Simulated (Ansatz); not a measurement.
Relaxed BaSnO₃ (cubic perovskite):

```yaml
crystal:
  lattice:
    - [4.17608, 0.00000, 0.00000]
    - [0.00000, 4.17608, 0.00000]
    - [0.00000, 0.00000, 4.17608]
  atoms:
    - { symbol: Ba, position: [0.00000, 0.00000, 0.00000] }
    - { symbol: Sn, position: [0.50000, 0.50000, 0.50000] }
    - { symbol: O, position: [0.00000, 0.50000, 0.50000] }
    - { symbol: O, position: [0.50000, 0.50000, 0.00000] }
    - { symbol: O, position: [0.50000, 0.00000, 0.50000] }
```

Method: PBE (plane waves to 420 eV, PAW, scalar-relativistic; Ansatz, an electronic-structure program). k mesh 7×7×7 (Γ-centred), Fermi-Dirac smearing 0.05 eV. BaSnO3 was relaxed with its symmetry unable to fall.

One atom of the cell was then moved (with its periodic images), all else fixed, and the forces (eV/Å) came out as:

| atom | Fx | Fy | Fz |
|---|---|---|---|
| Ba1 | 0.000 | 0.000 | -0.383 |
| Sn2 | 0.000 | 0.000 | 2.081 |
| O3 | 0.000 | 0.000 | -0.044 |
| O4 | 0.000 | 0.000 | -1.611 |
| O5 | 0.000 | 0.000 | -0.044 |

Which atom was moved, and by which vector (Å)?

Sn2, by (0.00, 0.00, -0.13), 0.13 Å in all.

(For displaced atoms, the force is minus the slope of the energy, and its curvature is a force constant, which sets phonon frequencies.)
